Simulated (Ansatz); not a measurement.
Se: from a trial structure to a relaxed crystal

All numbers below come from Ansatz 0.2.0, DFT PBEsol, scalar-relativistic, plane waves, PAW. Cutoff 420 eV, Γ-centred k mesh, Gaussian smearing, no spin polarisation in the final step.

This is the end of a relaxation of cell and atoms.

```yaml
crystal:
  lattice:
    - [5.09242, 0.00000, 0.00000]
    - [-2.54621, 4.41016, 0.00000]
    - [0.00000, 0.00000, 2.65441]
  atoms:
    - { symbol: Se, position: [0.00000, 0.00000, 0.00000] }
    - { symbol: Se, position: [0.33333, 0.66667, 0.50000] }
    - { symbol: Se, position: [0.66667, 0.33333, 0.50000] }
```

Energies count from the standard state of Se at the same level.

Q: What space group does it have?

A: P6/mmm (No. 191). Conventional cell: a = 5.092 Å, c = 2.654 Å. Se on Wyckoff site a (1 atom of the primitive cell) is coordinated by 2 Se at 2.65 Å and 12 Se at 3.23 Å; Se on Wyckoff site d (2 atoms of the primitive cell) is coordinated by 2 Se at 2.65 Å, 3 Se at 2.94 Å and 6 Se at 3.23 Å.

Q: How far above the standard state of Se does it lie?

A: 0.46 eV/atom.

Q: Is it a metal?

A: Yes, bands cross the Fermi level on the 9×9×16 mesh.

The final run used a 9×9×16 mesh on its 3-atom cell and 0.10 eV smearing. For metals, differences of a few meV/atom aren't resolved. The cell came from a trial start, so Se may not exist in this structure.